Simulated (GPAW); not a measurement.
CsPbCl3 in GPAW: the effect of target pressure

Crystal: CsPbCl3.

```
CELL_PARAMETERS angstrom
5.60500 0.00000 0.00000
0.00000 5.60500 0.00000
0.00000 0.00000 5.60500
ATOMIC_POSITIONS crystal
Pb 0.50000 0.50000 0.50000
Cs 0.00000 0.00000 0.00000
Cl 0.50000 0.00000 0.50000
Cl 0.00000 0.50000 0.50000
Cl 0.50000 0.50000 0.00000
```

Alike in all runs:

| Property | Result |
| --- | --- |
| Program | GPAW 26.7.0 |
| Task | relaxation of cell and atoms |
| Functional | PBEsol |
| Potentials or basis | PAW data sets generated in the run's folder for this functional |
| Cutoff | 600 eV |
| Basis | pw |
| k mesh | 5 × 5 × 5 |
| Occupations | fermi-dirac, width 0.05 eV |
| Spin | no spin polarisation |

Each run relaxes the cell or the atoms first.

```csv
target pressure,target pressure,relaxed volume (Å³/atom),gap on the mesh (eV)
0 GPa,-,35.22,2.81
2 GPa,2 GPa,32.95,2.64
5 GPa,5 GPa,?,?
10 GPa,10 GPa,27.98,2.15
20 GPa,20 GPa,24.77,1.77
30 GPa,30 GPa,22.74,1.54
```

Q: What does the run with target pressure 5 GPa give?

A: Relaxed volume 30.51 Å³/atom; gap on the mesh 2.42 eV.

Worked out: In Murnaghan's law V^(-B') rises as a straight line in P. The other rows fit best with B' = 3.7, V0 = 35.21 Å³/atom and B0 = 28 GPa, which gives 30.64 Å³/atom at 5 GPa, against the run's 30.51. A parabola through the other rows of the gap on the mesh, of slope -0.0628 eV per GPa there, gives 2.45 eV, against the run's 2.42.

Caveats: later steps reuse the first step's grids; spin-orbit coupling is left out, which as a rule narrows the gap of such compounds by several tenths of an eV; an odd mesh through Γ misses points on the zone boundary, where band edges often lie; the volume moved by over 15 % at a fixed basis, so the end points are rough (some runs); the relaxation stopped at its first step, so nothing moved (some runs).

Runs at the PBE level aren't shown here.
